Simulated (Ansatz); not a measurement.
**Uniaxial strain in Si**

Cell: an entry of the Crystallography Open Database (COD), whose atoms a relaxation with PBE at fixed cell left in place.

```
Si
1.0
     0.00000    2.71535    2.71535
     2.71535    0.00000    2.71535
     2.71535    2.71535    0.00000
Si
2
Direct
  0.00000 0.00000 0.00000
  0.25000 0.25000 0.25000
```

Atoms are numbered from 1 in the order listed; like atoms form one site, named after its first atom.

Method: Kohn–Sham DFT in Ansatz, PBE, plane waves and PAW, scalar-relativistic, 420 eV cutoff, Γ-centred 14×14×14 k-points, Fermi–Dirac smearing 0.02 eV.

The cell is stretched along z (the third Cartesian axis of the run's cell), x and y held, and the ions relax again each time. Tension counts as positive.

```
strain along z (%)  stress along z (GPa)  stress along x (GPa)  gap on the k-mesh (eV)
                -3                  -7.0                  -4.2                    0.19
                -2                  -5.3                  -3.4                    0.32
                -1                     ?                     ?                       ?
                 0                  -2.0                  -2.0                    0.57
                +1                  -0.4                  -1.4                    0.54
                +2                   1.1                  -0.8                    0.50
                +3                   2.7                  -0.3                    0.47
```

Problem. Estimate the row at -1 % from the others.

Solution. stress along z (GPa): -3.7; stress along x (GPa): -2.7; gap on the k-mesh (eV): 0.45. Worked: parabolas through the other 6 rows give -3.7 and -2.7 GPa at -1 %. Their slopes at zero strain are 161 GPa (C₁₁) and 66 GPa (C₁₂). They hold at this cell, where the calculated pressure is 2.0 GPa. The gap follows one line under compression (127 meV per per cent of strain) and another under tension (-34), as when strain splits band edges that were equal; the line on its own side gives 0.45 eV for the withheld row.

PBE gaps are too small, by a third to a half in many semiconductors; their changes with strain are better.

All values belong to this cell and structure model.
